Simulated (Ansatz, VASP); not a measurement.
# One calculation of Mo, two programs

```
Mo
1.0
     2.67378    0.00000    0.00000
    -1.33689    2.31556    0.00000
     0.00000    0.00000    2.42977
Mo
1
Direct
  0.00000 0.00000 0.50000
```

Change from the starting cell: strain -0.025 along x and y, -0.025 along z, atoms carried along.

Alike in both runs: task single point; functional PBEsol; k mesh 24 × 24 × 24; occupations gaussian, width 0.15 eV; no spin polarisation.

|  | VASP | Ansatz |
| --- | --- | --- |
| version | VASP 6.6.1 | Ansatz 0.2.0 |
| potentials or method | VASP PAW PBE potentials, release 64 (Mo_sv) | scalar-relativistic, plane waves, PAW |
| plane-wave cutoff (eV) | 520 | 420 |
| valence electrons in the cell | 14 | 14 |

|  | VASP | Ansatz | Ansatz less VASP |
| --- | --- | --- | --- |
| gap on the k mesh at the Fermi level (eV) | none | none | - |
| pressure (GPa) | 21.1 | 20.3 | -0.85 |
| largest component of the traceless stress (GPa) | 0.46 | 0.05 | -0.407 |

A gap of «none» marks a metal or a gap that the smearing closes.

Caveats: so large a pressure means that the cell lies far from this level's equilibrium, or that cutoff or potentials fall short (VASP); the potentials were made for another functional, which shifts forces and pressure (VASP).
